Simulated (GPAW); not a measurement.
Runs of GPAW 26.7.0 on Ta. Symmetry: Im-3m, No. 229, cubic system. Conventional cell: a = 3.303 Å, b = 3.303 Å, c = 3.303 Å, α = 90.00°, β = 90.00°, γ = 90.00°. Ta (site symmetry m-3m) is surrounded by 8 Ta at 2.86 Å. 

```csv
task,level,potentials or basis,spin,cutoff (eV),maxiter,band path,band points,spin axis theta (degrees),spin axis phi (degrees),other keys,pressure (GPa),V0 of scaled cells (Å³/atom),B0 (GPa)
band structure,LDA,"the program's PAW data sets (release 1.2.1) made for this functional, pw","SOC, no magnetisation",600,150,"GHNGPH,PN",60,90,45,-,(b),-,-
single point,PBE,"GPAW PAW data sets (gpaw-data 1.2.1), pw",off,1200,60,-,-,-,-,"several, not listed",2.9,-,-
equation of state,BP86,"PAW data sets generated in the run's folder for this functional, pw",off,600,150,-,-,-,-,-,-,18.22,197
equation of state,revPBE+D3,"the program's PAW data sets (release 1.2.1) made for this functional, pw",off,600,150,-,-,-,-,-,-,(c),220
equation of state,LDA,"PAW data sets generated in the run's folder for this functional, pw",off,600,150,-,-,-,-,-,-,17.20,228
equation of state,PBEsol+D3(BJ),"PAW data sets generated in the run's folder for this functional, pw",off,600,150,-,-,-,-,-,-,(a),229
equation of state,BEEF-vdW,"GPAW PAW data sets (gpaw-data 1.2.1), pw",off,600,150,-,-,-,-,-,-,18.51,194
```

Alike in all rows: cell as given; k mesh 11 × 11 × 11; smearing fermi-dirac 0.05 eV.

Task: Estimate the missing entries.

Result: (a) 17.11; (b) -9.5; (c) 17.42.

Caveats: spin-orbit coupling was added after a scalar SCF, so levels and gaps hold it while energy, forces, pressure and moments don't (some runs); the PAW data sets were made with another functional, which shifts forces and pressure a little (some runs).
